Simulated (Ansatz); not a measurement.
## How far is this Li3H2 from the hull?

These are results of DFT PBE, scalar-relativistic, plane waves, PAW (Ansatz 0.2.0), not measurements. All cells share a 420 eV cutoff and Γ-centred k meshes spaced about 0.3 Å⁻¹ or finer (0.25 for metals, 2π included). No spin polarisation.

Formation energies are uncorrected and refer to the elements' standard structures at the same level (H₂ as a molecule).

These are static total energies at zero pressure. With hydrogen, zero-point motion can shift formation energies by some tens of meV/atom.

The competitors are the elements and 1 reference phase of this chemical system (from databases or known types: LiH), relaxed at the same level; other known phases may be missing.

The candidate was reached from: a relaxed cell, shaken at random and relaxed again.

```
CELL_PARAMETERS angstrom
2.83210 0.00000 0.00000
-1.41605 2.45267 0.00000
0.00000 0.00000 7.30635
ATOMIC_POSITIONS crystal
Li 0.00000 0.00000 0.50000
Li 0.66667 0.33333 0.17975
Li 0.33333 0.66667 0.82025
H 0.33333 0.66667 0.33693
H 0.66667 0.33333 0.66307
```

Question: Is it stable, and against what?

Answer: Not stable. Its formation energy is -0.302 eV/atom. The lowest competing mixture at this composition is this:

```json
{"phase": "Li", "space group": "-", "source": "element", "share of atoms": "0.2000", "ΔE_f (eV/atom)": "-0.0036"}
{"phase": "LiH", "space group": "Fm-3m (No. 225)", "source": "textbook type", "share of atoms": "0.8000", "ΔE_f (eV/atom)": "-0.417"}
```

The lowest database cell of Li (-0.0036) lies slightly below the reference, hence the non-zero entry.

The mixture lies at -0.334 eV/atom, and the candidate lies 32 meV/atom above it. The candidate matches no cell in the subsets of the Crystallography Open Database and the Materials Project at hand. Such a margin is small enough for a metastable phase. Phonons aren't part of this comparison.
